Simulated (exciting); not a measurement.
# Si (Fd-3m) in exciting: equation of state

Aim: energy against volume of Si in PBE, for its equilibrium volume and stiffness.

Everything below comes from runs of exciting (release sodium). Logs are shortened: lines on timing, memory, paths and dates and some standing lists are left out, and cuts for length are marked.

## Step 1: The crystal as given

Symmetry: Fd-3m, No. 227, cubic system. The conventional cell has a = 5.444 Å, b = 5.444 Å, c = 5.444 Å, α = 90.00°, β = 90.00°, γ = 90.00°. Si (site symmetry -43m) is surrounded by 4 Si at 2.36 Å.

## Step 2: Equation of state, PBE, 18.95 Å³/atom (volume scaled by 0.94)

The input, input.xml:

```xml
<input>
  <title>Si</title>
  <structure speciespath="./" tshift="false">
    <crystal scale="1">
      <basevect>0.000000000000 5.038553356729 5.038553356729</basevect>
      <basevect>5.038553356729 0.000000000000 5.038553356729</basevect>
      <basevect>5.038553356729 5.038553356729 0.000000000000</basevect>
    </crystal>
    <species speciesfile="Si.xml" rmt="2">
      <atom coord="0.500000000000 0.500000000000 0.500000000000"/>
      <atom coord="0.750000000000 0.750000000000 0.750000000000"/>
    </species>
  </structure>
  <groundstate do="fromscratch" ngridk="8 8 8" rgkmax="7.5" gmaxvr="14" lmaxapw="10" lmaxmat="10" lmaxvr="8" xctype="GGA_PBE" stype="Fermi Dirac" swidth="0.00183747" nempty="10" ValenceRelativity="iora*" epsengy="1e-05" epspot="1e-05" maxscl="60" outputlevel="normal"/>
</input>
```

Potentials or basis: all-electron LAPW+lo, shipped species files, valence relativity iora*.

Started as:

```console
> OMP_NUM_THREADS=1 exciting_smp
```

INFO.OUT:

```text
================================================================================
EXCITING SODIUM started
[... 10 lines left out ...]

 Lattice vectors (cartesian) :
      0.0000000000      5.0385533567      5.0385533567
      5.0385533567      0.0000000000      5.0385533567
      5.0385533567      5.0385533567      0.0000000000

 Reciprocal lattice vectors (cartesian) :
     -0.6235108435      0.6235108435      0.6235108435
      0.6235108435     -0.6235108435      0.6235108435
      0.6235108435      0.6235108435     -0.6235108435

 Unit cell volume                           :     255.8277089572
 Brillouin zone volume                      :       0.9695986977

 Species :    1 (Si)
     parameters loaded from                 :    Si.xml
     name                                   :    silicon
     nuclear charge                         :     -14.00000000
     electronic charge                      :      14.00000000
     atomic mass                            :   51196.73454000
     muffin-tin radius                      :       2.00000000
     # of radial points in muffin-tin       :     300

     atomic positions (lattice) :
       1 :   0.50000000  0.50000000  0.50000000
       2 :   0.75000000  0.75000000  0.75000000

 Total number of atoms per unit cell        :       2

 Spin treatment                             :    spin-unpolarised

 Number of Bravais lattice symmetries       :      48
 Number of crystal symmetries               :      48

 k-point grid                               :       8    8    8
 Total number of k-points                   :      29
 k-point set is reduced with crystal symmetries

 R^MT_min * |G+k|_max (rgkmax)              :       7.50000000
 Species with R^MT_min                      :       1 (Si)
 Maximum |G+k| for APW functions            :       3.75000000
 Maximum |G| for potential and density      :      14.00000000

 G-vector grid sizes                        :      32    32    32
 Total number of G-vectors                  :   11935

 Maximum angular momentum used for
     APW functions                          :      10
     computing H and O matrix elements      :      10
     potential and density                  :       8
     inner part of muffin-tin               :       2

 Total nuclear charge                       :     -28.00000000
 Total electronic charge                    :      28.00000000
 Total core charge                          :      20.00000000
 Total valence charge                       :       8.00000000

 Number of empty states                     :      10
 Total number of valence states             :      15

 Maximum Hamiltonian size                   :     267
 Maximum number of plane-waves              :     259
 Total number of local-orbitals             :       8

 Exchange-correlation type                  :      20
[... 23 lines left out ...]
+ SCF iteration number :    1                                                  +
++++++++++++++++++++++++++++++++++++++++++++++++++++++++++++++++++++++++++++++++
 Total energy                               :      -581.46643049
 _______________________________________________________________
 Fermi energy                               :         0.21423559
 Kinetic energy                             :       581.14419583
 Coulomb energy                             :     -1120.76542965
 Exchange energy                            :       -40.74838187
 Correlation energy                         :        -1.09681480

 DOS at Fermi energy (states/Ha/cell)       :         0.00349428

 Electron charges :
     core                                   :        20.00000000
     core leakage                           :         0.00745117
     valence                                :         8.00000000
     interstitial                           :         4.26804134
     charge in muffin-tin spheres :
                  atom     1    Si          :        11.86597933
                  atom     2    Si          :        11.86597933
     total charge in muffin-tins            :        23.73195866
     total charge                           :        28.00000000

++++++++++++++++++++++++++++++++++++++++++++++++++++++++++++++++++++++++++++++++
+ SCF iteration number :    2                                                  +
++++++++++++++++++++++++++++++++++++++++++++++++++++++++++++++++++++++++++++++++
 Total energy                               :      -580.91587746
 _______________________________________________________________
 Fermi energy                               :         0.21864008
 Kinetic energy                             :       581.42887158
 Coulomb energy                             :     -1120.52014881
 Exchange energy                            :       -40.72700824
 Correlation energy                         :        -1.09759199

 DOS at Fermi energy (states/Ha/cell)       :         0.01067496

 Electron charges :
     core                                   :        20.00000000
     core leakage                           :         0.00750289
     valence                                :         8.00000000
     interstitial                           :         4.29640964
     charge in muffin-tin spheres :
                  atom     1    Si          :        11.85179518
                  atom     2    Si          :        11.85179518
     total charge in muffin-tins            :        23.70359036
     total charge                           :        28.00000000

 RMS change in effective potential (target) :  0.909441E-01  ( 0.100000E-04)
 Absolute change in total energy   (target) :  0.550553      ( 0.100000E-04)
 Charge distance                   (target) :  0.277893E-02  ( 0.100000E-04)

++++++++++++++++++++++++++++++++++++++++++++++++++++++++++++++++++++++++++++++++
+ SCF iteration number :    3                                                  +
++++++++++++++++++++++++++++++++++++++++++++++++++++++++++++++++++++++++++++++++
 Total energy                               :      -580.54288932
 _______________________________________________________________
 Fermi energy                               :         0.22183556
 Kinetic energy                             :       581.62348393
 Coulomb energy                             :     -1120.35574692
 Exchange energy                            :       -40.71244460
 Correlation energy                         :        -1.09818173

 DOS at Fermi energy (states/Ha/cell)       :         0.02438311

 Electron charges :
     core                                   :        20.00000000
     core leakage                           :         0.00753130
     valence                                :         8.00000000
     interstitial                           :         4.31740757
     charge in muffin-tin spheres :
                  atom     1    Si          :        11.84129622
                  atom     2    Si          :        11.84129622
     total charge in muffin-tins            :        23.68259243
     total charge                           :        28.00000000
[... 156 lines left out ...]
 DOS at Fermi energy (states/Ha/cell)       :         0.10579769

 Electron charges :
     core                                   :        20.00000000
     core leakage                           :         0.00752012
     valence                                :         8.00000000
     interstitial                           :         4.35485743
     charge in muffin-tin spheres :
                  atom     1    Si          :        11.82257128
                  atom     2    Si          :        11.82257128
     total charge in muffin-tins            :        23.64514257
     total charge                           :        28.00000000

 RMS change in effective potential (target) :  0.149754E-07  ( 0.100000E-04)
 Absolute change in total energy   (target) :  0.944330E-06  ( 0.100000E-04)
 Charge distance                   (target) :  0.815757E-07  ( 0.100000E-04)

++++++++++++++++++++++++++++++++++++++++++++++++++++++++++++++++++++++++++++++++
+ SCF iteration number :   10                                                  +
++++++++++++++++++++++++++++++++++++++++++++++++++++++++++++++++++++++++++++++++
 Total energy                               :      -580.06904588
 _______________________________________________________________
 Fermi energy                               :         0.22724136
 Kinetic energy                             :       581.85663093
 Coulomb energy                             :     -1120.13423919
 Exchange energy                            :       -40.69213982
 Correlation energy                         :        -1.09929781

 DOS at Fermi energy (states/Ha/cell)       :         0.10579742

 Electron charges :
     core                                   :        20.00000000
     core leakage                           :         0.00752012
     valence                                :         8.00000000
     interstitial                           :         4.35485737
     charge in muffin-tin spheres :
                  atom     1    Si          :        11.82257131
                  atom     2    Si          :        11.82257131
     total charge in muffin-tins            :        23.64514263
     total charge                           :        28.00000000

 RMS change in effective potential (target) :  0.668185E-09  ( 0.100000E-04)
 Absolute change in total energy   (target) :  0.928506E-06  ( 0.100000E-04)
 Charge distance                   (target) :  0.578703E-08  ( 0.100000E-04)

++++++++++++++++++++++++++++++++++++++++++++++++++++++++++++++++++++++++++++++++
| Convergency criteria checked for the last 2 iterations                       +
| Convergence targets achieved. Performing final SCF iteration                 +
++++++++++++++++++++++++++++++++++++++++++++++++++++++++++++++++++++++++++++++++
 Total energy                               :      -580.06904585
 _______________________________________________________________
 Fermi energy                               :         0.22724136
 Kinetic energy                             :       581.85663095
 Coulomb energy                             :     -1120.13423917
 Exchange energy                            :       -40.69213982
 Correlation energy                         :        -1.09929781

 DOS at Fermi energy (states/Ha/cell)       :         0.10579743

 Electron charges :
     core                                   :        20.00000000
     core leakage                           :         0.00752012
     valence                                :         8.00000000
     interstitial                           :         4.35485737
     charge in muffin-tin spheres :
                  atom     1    Si          :        11.82257131
                  atom     2    Si          :        11.82257131
     total charge in muffin-tins            :        23.64514263
     total charge                           :        28.00000000

++++++++++++++++++++++++++++++++++++++++++++++++++++++++++++++++++++++++++++++++
[... 9 lines left out ...]
| EXCITING SODIUM stopped                                                      =
================================================================================
```

It took 16 s on 1 thread of Intel Xeon Gold 6455B (Sapphire Rapids), shared host; peak memory 0.14 GiB.

Results:

```yaml
Free_energy: -15784.4829 eV
Band_gap_on_the_k_mesh: 0.52 eV, indirect (least direct gap 2.58 eV)
All_electrons_inside_the_program's_atomic_spheres: Si 11.82 (radii Si 2.0 bohr)
```

## Step 3: Equation of state, PBE, 19.36 Å³/atom (volume scaled by 0.96)

input.xml: that of step 2 with these lines changed.

```diff
@@ -4,5 +4,5 @@
     <crystal scale="1">
-      <basevect>0.000000000000 5.038553356729 5.038553356729</basevect>
-      <basevect>5.038553356729 0.000000000000 5.038553356729</basevect>
-      <basevect>5.038553356729 5.038553356729 0.000000000000</basevect>
+      <basevect>0.000000000000 5.074037295972 5.074037295972</basevect>
+      <basevect>5.074037295972 0.000000000000 5.074037295972</basevect>
+      <basevect>5.074037295972 5.074037295972 0.000000000000</basevect>
     </crystal>
```

Potentials or basis: all-electron LAPW+lo, shipped species files, valence relativity iora*.

Started as:

```console
> OMP_NUM_THREADS=1 exciting_smp
```

It took 16 s on 1 thread of Intel Xeon Gold 6455B (Sapphire Rapids), shared host; peak memory 0.14 GiB.

It converged, with:

```
Free energy                                       : -15784.5170 eV
Band gap on the k mesh                            : 0.56 eV, indirect (least direct gap 2.57 eV)
All electrons inside the program's atomic spheres : Si 11.80 (radii Si 2.0 bohr)
```

## Step 4: Equation of state, PBE, 19.76 Å³/atom (volume scaled by 0.98)

input.xml: that of step 3 with these lines changed.

```diff
@@ -4,5 +4,5 @@
     <crystal scale="1">
-      <basevect>0.000000000000 5.074037295972 5.074037295972</basevect>
-      <basevect>5.074037295972 0.000000000000 5.074037295972</basevect>
-      <basevect>5.074037295972 5.074037295972 0.000000000000</basevect>
+      <basevect>0.000000000000 5.109031762321 5.109031762321</basevect>
+      <basevect>5.109031762321 0.000000000000 5.109031762321</basevect>
+      <basevect>5.109031762321 5.109031762321 0.000000000000</basevect>
     </crystal>
```

Started as:

```console
> OMP_NUM_THREADS=1 exciting_smp
```

Wall time 17 s (1 thread of Intel Xeon Gold 6455B (Sapphire Rapids), shared host); peak memory 0.14 GiB.

The run converged. Its results:

- Free energy: -15784.5393 eV
- Band gap on the k mesh: 0.60 eV, indirect (least direct gap 2.57 eV)
- All electrons inside the program's atomic spheres: Si 11.79 (radii Si 2.0 bohr)

## Step 5: Equation of state, PBE, 20.16 Å³/atom

input.xml: that of step 4 with these lines changed.

```diff
@@ -4,5 +4,5 @@
     <crystal scale="1">
-      <basevect>0.000000000000 5.109031762321 5.109031762321</basevect>
-      <basevect>5.109031762321 0.000000000000 5.109031762321</basevect>
-      <basevect>5.109031762321 5.109031762321 0.000000000000</basevect>
+      <basevect>0.000000000000 5.143553294473 5.143553294473</basevect>
+      <basevect>5.143553294473 0.000000000000 5.143553294473</basevect>
+      <basevect>5.143553294473 5.143553294473 0.000000000000</basevect>
     </crystal>
```

Started as:

```console
> OMP_NUM_THREADS=1 exciting_smp
```

Wall time 18 s (1 thread of Intel Xeon Gold 6455B (Sapphire Rapids), shared host); peak memory 0.14 GiB.

The run converged. Its results:

```
Free energy                                       : -15784.5511 eV
Band gap on the k mesh                            : 0.63 eV, indirect (least direct gap 2.56 eV)
All electrons inside the program's atomic spheres : Si 11.77 (radii Si 2.0 bohr)
```

## Step 6: Equation of state, PBE, 20.57 Å³/atom (volume scaled by 1.02)

input.xml: that of step 5 with these lines changed.

```diff
@@ -4,5 +4,5 @@
     <crystal scale="1">
-      <basevect>0.000000000000 5.143553294473 5.143553294473</basevect>
-      <basevect>5.143553294473 0.000000000000 5.143553294473</basevect>
-      <basevect>5.143553294473 5.143553294473 0.000000000000</basevect>
+      <basevect>0.000000000000 5.177617554098 5.177617554098</basevect>
+      <basevect>5.177617554098 0.000000000000 5.177617554098</basevect>
+      <basevect>5.177617554098 5.177617554098 0.000000000000</basevect>
     </crystal>
```

Potentials or basis: all-electron LAPW+lo, shipped species files, valence relativity iora*.

Started as:

```console
> OMP_NUM_THREADS=1 exciting_smp
```

Wall time 18 s (1 thread of Intel Xeon Gold 6455B (Sapphire Rapids), shared host); peak memory 0.14 GiB.

Results (log left out):

```yaml
Free_energy: -15784.5533 eV
Band_gap_on_the_k_mesh: 0.66 eV, indirect (least direct gap 2.55 eV)
All_electrons_inside_the_program's_atomic_spheres: Si 11.75 (radii Si 2.0 bohr)
```

## Step 7: Equation of state, PBE, 20.97 Å³/atom (volume scaled by 1.04)

input.xml: that of step 6 with these lines changed.

```diff
@@ -4,5 +4,5 @@
     <crystal scale="1">
-      <basevect>0.000000000000 5.177617554098 5.177617554098</basevect>
-      <basevect>5.177617554098 0.000000000000 5.177617554098</basevect>
-      <basevect>5.177617554098 5.177617554098 0.000000000000</basevect>
+      <basevect>0.000000000000 5.211239389342 5.211239389342</basevect>
+      <basevect>5.211239389342 0.000000000000 5.211239389342</basevect>
+      <basevect>5.211239389342 5.211239389342 0.000000000000</basevect>
     </crystal>
```

Started as:

```console
> OMP_NUM_THREADS=1 exciting_smp
```

It took 18 s on 1 thread of Intel Xeon Gold 6455B (Sapphire Rapids), shared host; peak memory 0.14 GiB.

Results (log left out):

```yaml
Free_energy: -15784.5470 eV
Band_gap_on_the_k_mesh: 0.69 eV, indirect (least direct gap 2.53 eV)
All_electrons_inside_the_program's_atomic_spheres: Si 11.74 (radii Si 2.0 bohr)
```

## Step 8: Equation of state, PBE, 21.37 Å³/atom (volume scaled by 1.06)

input.xml: that of step 7 with these lines changed.

```diff
@@ -4,5 +4,5 @@
     <crystal scale="1">
-      <basevect>0.000000000000 5.211239389342 5.211239389342</basevect>
-      <basevect>5.211239389342 0.000000000000 5.211239389342</basevect>
-      <basevect>5.211239389342 5.211239389342 0.000000000000</basevect>
+      <basevect>0.000000000000 5.244432891893 5.244432891893</basevect>
+      <basevect>5.244432891893 0.000000000000 5.244432891893</basevect>
+      <basevect>5.244432891893 5.244432891893 0.000000000000</basevect>
     </crystal>
```

Started as:

```console
> OMP_NUM_THREADS=1 exciting_smp
```

It took 19 s on 1 thread of Intel Xeon Gold 6455B (Sapphire Rapids), shared host; peak memory 0.14 GiB.

It converged, with:

```yaml
Free_energy: -15784.5329 eV
Band_gap_on_the_k_mesh: 0.72 eV, indirect (least direct gap 2.45 eV)
All_electrons_inside_the_program's_atomic_spheres: Si 11.72 (radii Si 2.0 bohr)
```

## Step 9: Equation of state, PBE

Potentials or basis: all-electron LAPW+lo, shipped species files, valence relativity iora*.

This step only gathers the single runs of the series.

Results:

| Quantity | Value |
| --- | --- |
| Equilibrium volume | 20.47 Å³/atom |
| Bulk modulus | 89 GPa |
| Pressure derivative of the bulk modulus | 4.3 |

Energy against volume, from the lowest point:
```tsv
volume (Å³/atom)	energy (meV/atom)
18.955	35.18
19.358	18.16
19.761	6.99
20.165	1.11
20.568	0.00
20.971	3.16
21.375	10.18
```
